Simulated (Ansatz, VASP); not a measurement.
Given: the input of a run of VASP 6.6.1 on Ba (Barium). 

The input INCAR:

```
SYSTEM = Ba
PREC = Accurate
ENCUT = 520
EDIFF = 1E-7
ISMEAR = -1
SIGMA = 0.05
LREAL = .False.
LASPH = .True.
NELM = 100
ALGO = Normal
ISIF = 2
LWAVE = .False.
LCHARG = .False.
GGA = PE
NBANDS = 11
```

KPOINTS

```
regular mesh
0
Gamma
  8 8 8
  0 0 0
```

The input POSCAR:

```
Ba
1.0
   -2.5065000000      2.5065000000      2.5065000000
    2.5065000000     -2.5065000000      2.5065000000
    2.5065000000      2.5065000000     -2.5065000000
Ba
1
Direct
    0.0000000000      0.0000000000      0.0000000000
```

Potentials or basis: VASP PAW PBE potentials, release 64 (Ba_sv).

Command:

```bash
$ cat potpaw_PBE.64/Ba_sv/POTCAR > POTCAR
$ mpirun -np 1 vasp_std > vasp.out
```

Problem. Set up the same calculation for Ansatz 0.2.0. Potentials or basis there: all-electron LAPW, scalar-relativistic.

Solution. As run (cutoffs and basis follow the program's own potentials, and thresholds, step limits or extra output files can differ):

Contents of input.yaml:

```yaml
crystal:
  lattice:
    - [-2.5065, 2.5065, 2.5065]
    - [2.5065, -2.5065, 2.5065]
    - [2.5065, 2.5065, -2.5065]
  atoms:
    - { symbol: Ba, position: [0.0, 0.0, 0.0] }
kpoints:
  mp_grid: { grid: [8, 8, 8] }
scf:
  occupations: { method: fermi_dirac, width: 0.05 }
hamiltonian:
  xc: pbe
  pseudopotentials: { kind: all_electron, lapw: { basis_error: 0.001 } }
output:
  forces: true
  stress: true
  eigenvalues: true
  populations: true
```

Potentials or basis: all-electron LAPW, scalar-relativistic.

Command:

```bash
$ ansatz run input.yaml --threads 1 --pin off --max-ram 2560MiB --backend cpu --events-out ev --progress --plain --runs-dir out
```

Both were run:

|  | VASP | Ansatz |
| --- | --- | --- |
| Pressure | 0.0 GPa | 0.0 GPa |

Where Ansatz's input types no cutoff or centring, it takes its own default and a Γ-centred mesh.

Pressure is positive in compression.
